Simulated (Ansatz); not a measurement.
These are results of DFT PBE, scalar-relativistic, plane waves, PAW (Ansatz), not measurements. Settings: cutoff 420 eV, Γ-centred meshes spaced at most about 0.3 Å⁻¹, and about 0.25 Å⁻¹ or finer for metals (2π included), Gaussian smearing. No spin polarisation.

All energies are static (0 K, no zero-point motion).

Task: Order these relaxed structures of Zn7O by energy, lowest first, with the energy over the lowest of them.
A.

```xyz
8
Lattice="4.5540 0.0000 0.0000 -2.2770 3.9439 0.0000 0.0000 0.0000 7.4912" Properties=species:S:1:pos:R:3 pbc="T T T"
Zn    2.9984    0.0000    1.5702
Zn   -1.4992    2.5967    1.5702
Zn    0.7778    1.3472    1.5702
Zn    2.9984    0.0000    5.9210
Zn   -1.4992    2.5967    5.9210
Zn    0.7778    1.3472    5.9210
Zn    0.0000    0.0000    3.7456
O     0.0000    0.0000    0.0000
```

B.

```xyz
8
Lattice="2.9275 0.0000 0.0000 -1.4638 2.5353 0.0000 0.0000 0.0000 15.3202" Properties=species:S:1:pos:R:3 pbc="T T T"
Zn    1.4638    0.8451   13.9699
Zn    0.0000    1.6902    1.3504
Zn    0.0000    0.0000    3.4342
Zn    0.0000    1.6902    5.5299
Zn    0.0000    0.0000   11.8861
Zn    1.4638    0.8451    9.7903
Zn    0.0000    0.0000    7.6601
O     0.0000    0.0000    0.0000
```

Result: B (0 meV/atom), A (124 meV/atom). Forms: B P-3m1; A P-62m. Counting Zn atoms around O (those within 1.25 times the shortest such distance or 1.15 times the sum of covalent radii): B has O 6; A has O 6. Both come from invented guesses. The lowest form computed isn't among them: it has space group P3m1 (No. 156), 14.9 Å³/atom and lies 22 meV/atom below the best shown.

Cells relaxed within their symmetry can be saddle points. Some candidate types were left out of the draw beforehand, so a known form may be missing.
